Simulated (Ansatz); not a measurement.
# BN: band gap under strain

Aim: follow the gap of BN in the zincblende structure through these states: -2.0 % strain along z alone; -1.0 % strain along z alone; +1.0 % strain along z alone. The table at the end shows which levels were run.

Code: Ansatz 0.2.0. PAW datasets, plane waves. (Simulation; spin polarisation is off.)

## Step 1: The structure to begin with

The unstrained cell was relaxed with r2SCAN; in each strained cell the atoms were relaxed again with r2SCAN. Names of k-points are those of the unstrained zone, where strain can split equivalent points. First state: -2.0 % strain along z alone.

It is tetragonal, I-4m2 (No. 119); conventional cell a = 2.552 Å, c = 3.537 Å, 5.76 Å³ an atom. B has 4 N at 1.55 Å; N has 4 B at 1.55 Å.

The structure in full:

Space group I-4m2 (No. 119). a = 2.552 Å, b = 2.552 Å, c = 3.537 Å, α = 90.00°, β = 90.00°, γ = 90.00°
| atom | site | symmetry | x | y | z |
| --- | --- | --- | --- | --- | --- |
| B | 2a | -4m2 | 0.0000 | 0.0000 | 0.0000 |
| N | 2c | -4m2 | 0.0000 | 0.5000 | 0.2500 |

From earlier runs on the unstrained cell: PBE 4.48 eV, r2SCAN 5.00 eV, HSE06 5.79 eV, G0W0 6.01 eV (on its mesh); a = 3.610 Å.

## Step 2: -2.0 % strain along z alone: PBE

Contents of input.yaml:

```yaml
crystal:
  lattice:
    - [0.0, 1.804825465, 1.7687289557]
    - [1.804825465, 0.0, 1.7687289557]
    - [1.804825465, 1.804825465, 0.0]
  atoms:
    - { symbol: B, position: [0.0, 0.0, 0.0] }
    - { symbol: "N", position: [0.25, 0.25, 0.25] }
kpoints:
  mp_grid: { grid: [12, 12, 12] }
  band_path:
    path:
      - [0.0, 0.0, 0.0]
      - [-0.5, -0.5, 0.0]
      - [-0.375, -0.375, 0.25]
      - [-0.375, 0.0, 0.375]
      - [0.0, 0.0, 0.5]
      - [-0.5, -0.25, 0.25]
    npoints: 1
hamiltonian:
  xc: pbe
scf:
  occupations: { method: fermi_dirac, width: 0.02 }
  n_extra_bands: 4
output:
  forces: true
  stress: true
  eigenvalues: true
```

Launch:

```console
$ ansatz run input.yaml --threads 2 --pin off --max-ram 29491MiB --backend cpu --events-out ev --progress --plain --runs-dir out
```

Further steps of the session: -2.0 % strain along z alone: r2SCAN; -2.0 % strain along z alone: HSE06; -2.0 % strain along z alone: r2SCAN; -2.0 % strain along z alone: G0W0@PBE; -1.0 % strain along z alone: PBE; -1.0 % strain along z alone: r2SCAN; -1.0 % strain along z alone: HSE06; -1.0 % strain along z alone: r2SCAN; -1.0 % strain along z alone: G0W0@PBE; +1.0 % strain along z alone: PBE; +1.0 % strain along z alone: r2SCAN; +1.0 % strain along z alone: HSE06; +1.0 % strain along z alone: r2SCAN; +1.0 % strain along z alone: G0W0@PBE.

What does the calculation give?

As calculated:

Least gap in eV (negative: overlap), with the change from the unstrained cell in brackets. G0W0 is on its own coarse mesh.

```
                      state  volume change (%)           PBE        r2SCAN         HSE06          G0W0
-2.0 % strain along z alone               -2.0  4.13 (-0.35)  4.65 (-0.35)  5.45 (-0.34)  5.67 (-0.34)
-1.0 % strain along z alone               -1.0  4.30 (-0.18)  4.83 (-0.17)  5.62 (-0.17)  5.84 (-0.17)
+1.0 % strain along z alone               +1.0  4.38 (-0.10)  4.90 (-0.10)  5.69 (-0.10)  5.90 (-0.11)
```

What this shows: With HSE06, of the states in the table -2.0 % strain along z alone shifts the gap most, by -0.349 eV. PBE and HSE06 differ by 1.32 eV on the unstrained gap, and by at most 0.00 eV on its change: the two disagree on the size of the gap but agree on its response to strain. G0W0 values are finite-basis, finite-mesh values.
